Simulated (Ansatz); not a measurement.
Ansatz input

```yaml
crystal:
  lattice:
    - [0.0, 2.3404758548, 2.3404758548]
    - [2.3404758548, 0.0, 2.3404758548]
    - [2.3404758548, 2.3404758548, 0.0]
  atoms:
    - { symbol: Cr, position: [0.0, 0.0, 0.0], spin: 0.191 }
    - { symbol: Cr, position: [0.5, 0.5, 0.5], spin: -0.191 }
hamiltonian:
  xc: pbe
  pseudopotentials:
    kind: paw
    azcp:
      Cr: "pseudopotentials/Cr.paw.azcp"
basis:
  ecutwfc: 420
  fft_grid_basis: typed
kpoints:
  mp_grid: { grid: [19, 19, 19], shift: [0, 0, 0] }
magnetization:
  spin_polarized: true
scf:
  occupations: { method: fermi_dirac, width: 0.05 }
```

Output

```
Engine: ansatz 0.2.0, x86_64-unknown-linux-gnu
Pseudopotentials: kind: paw
Pseudopotential: Cr, paw, valence charge 14, recommended cutoff 420 eV (normal) 
Functional definition: PBE
  parameter kappa = 0.804
  parameter beta = 0.06672455060314922
  exchange = pbe_x(kappa = kappa, mu = beta*pi^2/3)
  correlation = pbe_c(beta = beta)
Crystal: 2 atoms, lattice volume = 25.641 Å³
Basis set: ecut = 420 eV, 531 PW (Γ)
Bands: 19, of which v1, the nominal top of the filled ones, is band 14 counted from 1 (13 counted from 0)
Symmetry: 48 space group operations
Space group: Fm-3m (ITA 225), of the structure as read, at distance tolerance 2.9e-5 Å
Magnetic group: BNS 225.121 (UNI 1623), of the structure as read, at distance tolerance 2.9e-5 Å
k-points: 220 of 6859
Non-local potential: Cr, projectors of the file, l = 0: 3, l = 1: 2, l = 2: 3, l = 3: 1
PAW form: soft (Blöchl's): semilocal exchange-correlation on the pseudo side does not see the compensation charge
PAW one-centre angular grid: Cr, 590 points (default); XC on 64 Gauss nodes
Initial density: superposition of atomic densities (chi_scale 0.1, normalization cell)
Starting moments: Σ|m| = 0.382 μB on 2 of 2 sites
Starting magnetic order: antiferromagnet; a translation exchanges its spin sublattices: spin-degenerate at every k-point
Initial wavefunctions: pseudopotential atomic-orbital guess
Functional: x = pbe(κ = 0.804, μ = 0.2195149727645171), c = pbe(β = 0.06672455060314922)
SCF iter   1: F=—  HF=-6757.015306 eV  |F-HF|=—  |Δ(HF+E_count)|=         —  Δρ=9.58e-2 (↑9.58e-2 ↓9.58e-2)  dr2=7.65e0  dr2_m=2.55e-2  M=0.000 μB ∫|m|=0.090 μB  β_m=0.30  ethr=3.10e-3  ⟨swp⟩=3.4  Hψ=14852  notcnv=0
Mixer restart at iter 1: flushing history
spin=Collinear: Kerker preconditioning applied to the charge; magnetization (m = ρ↑ − ρ↓) channel mixes plain (no charge-response kernel on spin).
SCF iter   2: F=—  HF=-6754.253909 eV  |F-HF|=—  |Δ(HF+E_count)|=    2.76e0  Δρ=5.03e-2 (↑5.03e-2 ↓5.03e-2)  dr2=2.18e0  dr2_m=1.00e-2  M=0.000 μB ∫|m|=0.104 μB  β_m=0.44  ethr=3.10e-3  ⟨swp⟩=2.2  Hψ=9276  notcnv=0  defer=48
SCF iter   3: F=—  HF=-6753.380371 eV  |F-HF|=—  |Δ(HF+E_count)|=   8.74e-1  Δρ=1.44e-2 (↑1.44e-2 ↓1.44e-2)  dr2=1.09e-1  dr2_m=2.97e-4  M=0.000 μB ∫|m|=0.129 μB  β_m=0.68  ethr=3.10e-3  ⟨swp⟩=2.8  Hψ=8238  notcnv=0  defer=48
SCF iter   4: F=—  HF=-6753.422517 eV  |F-HF|=—  |Δ(HF+E_count)|=   4.21e-2  Δρ=2.43e-3 (↑2.43e-3 ↓2.43e-3)  dr2=2.23e-3  dr2_m=2.71e-5  M=0.000 μB ∫|m|=0.128 μB  β_m=0.84  ethr=3.88e-4  ⟨swp⟩=2.2  Hψ=8131  notcnv=0  defer=38
...
an SCF towards Hund's moment on open shells that bore less, with the run's symmetry operations kept and the antiferromagnet's anti-translation given up, reached no lower state that the run goes on to. This is no proof of a minimum
at 1 of the mixer's solves, the last at iteration 9, it left a direction of its history that read negative out of its fit and stepped the other way along it
WARN: the starting moments were not kept: the SCF closed with an absolute magnetisation of 4.2e-4 μB, where they sum to 0.382 μB in size (2 sites). That is at most 0.1 of that sum. Measured as dr2_m measures the in/out step, that magnetisation stands 9.2e-8 eV from none, at or under the dr2_threshold of 1.0e-7 eV: it is no larger than a step whose dr2_m would equal this threshold. The system may hold no moment; this SCF shows only that its start led to no more than that. To try another start: raise the starting moments (crystal.atoms[].spin, magnetization.per_species, magnetization.initial_magnetization, or on a non-collinear deck that types none of these the spinor_matrix: blocks that start its atoms; where the total moment is fixed, keep their sum and leave initial_magnetization as it is; typed ones take the place of any that the run laid by itself, positive ones on a crystal's lanthanoids without a Hubbard term where scf.initial_density.shell_occupations: [] is typed) or, if the notice of its spin-set hold's release reads "site moments contracting" or "site moments show no strong build", lengthen the hold (scf.mixing.spin_hold: { on: { confirm: 4 } }; for m-r²SCAN on two components see the key's manual first). Each may lead to a state that holds a moment. A second SCF, from the converged charge density, with the starting moments and any scf.initial_density.shell_occupations laid on it anew, would have followed, and was not run: the deck does not ask for one (magnetization.retry_lost_moments is false, the default). To let it run, set magnetization.retry_lost_moments: true and run the deck again, where that key's refused combinations let it; where memory then withholds it, that run's warning says so.
SCF converged after 14 iterations
Magnetization: 0.0000 μB (14.0000 up, 14.0000 down)
Absolute magnetization: 0.0004 μB (∫|ρ↑−ρ↓|, with the PAW one-centre terms)
Spin contamination: 0.0000 ħ² per cell (⟨S²⟩ above its minimum at these occupations)
Per-site moments (μB) at R_I (Å): [(0.00019554903009354375, 0.965446290105), (-0.00019554903009354375, 0.965446290105)]
Free energy (F): -6753.426371 eV
Harris-Foulkes:  -6753.426371 eV  (|F-HF|=5.46e-12)
Internal energy: -6753.402712 eV  (E = F + TS)
E sigma→0 (E₀):  -6753.414541 eV
Entropy (-TS):   -0.023659 eV (-11.829 meV/atom)
Fermi energy:    17.268296 eV
--- Per-component energies (eV) ---
  E_band       = -344.228465
  E_kinetic    = 689.159124
  E_local      = -2667.813738  (includes V_loc(G=0)·N_el)
  E_nonlocal   = 162.965676
  E_hartree    = 1156.808247
  E_xc         = -278.783465
  E_vxc        = -355.610733  (∫ρ·V_xc dr)
  E_paw        = -2394.301980  (= ΣΔE_a)
  E_vpaw       = -486.546014  (= ΣTr[D̂ρ^β])
  E_aug_tail   = 0.000665  (compensation charges beyond the density's cutoff)
  E_ewald      = -3421.437242
  E_smearing   = -0.023659  (= −TS)
  E_closure    = -0.000000  (closes the sum)
  Σ components = -6753.426371   (vs F -6753.426371, Δ=0.00e0)
--- Band table (eV; the first three rows and the last of 440) ---
  k-point 0 ↑: bands = ["-54.4683", "-53.9992", "-25.9679", "-25.9679", "-25.9679", "-25.2261", "-25.2261", "-25.2261", "9.8895", "14.0850", "14.0850", "14.3399", "14.3399", "14.3399", "19.7358", "19.7358", "19.7358", "21.1081", "21.1081"]
  k-point 1 ↑: bands = ["-54.4650", "-54.0023", "-25.9644", "-25.9634", "-25.9634", "-25.2331", "-25.2318", "-25.2318", "9.9562", "14.1165", "14.1165", "14.3302", "14.3772", "14.3772", "19.6994", "19.7089", "19.7089", "21.0287", "21.0287"]
  k-point 2 ↑: bands = ["-54.4551", "-54.0114", "-25.9539", "-25.9499", "-25.9499", "-25.2538", "-25.2485", "-25.2485", "10.1543", "14.2104", "14.2104", "14.3040", "14.4882", "14.4882", "19.5941", "19.6278", "19.6278", "20.7997", "20.7997"]
  k-point 219 ↓: bands = ["-54.2325", "-54.2218", "-26.1865", "-26.1684", "-25.6697", "-25.5881", "-25.1017", "-25.0884", "13.8967", "14.1610", "15.0102", "15.0702", "16.7605", "17.2289", "17.9031", "18.0108", "18.9360", "19.0635", "20.6462"]
```

Command:

```sh
ansatz run input.yaml --threads 1 --pin off --max-ram 3584MiB --backend cpu --events-out ev --progress --plain --runs-dir out
```

On 1 thread of Intel(R) Xeon(R) Platinum 8259CL CPU @ 2.50GHz (Skylake/Cascade Lake) (shared host) this took about 150 s of wall time and 150 s of CPU time.
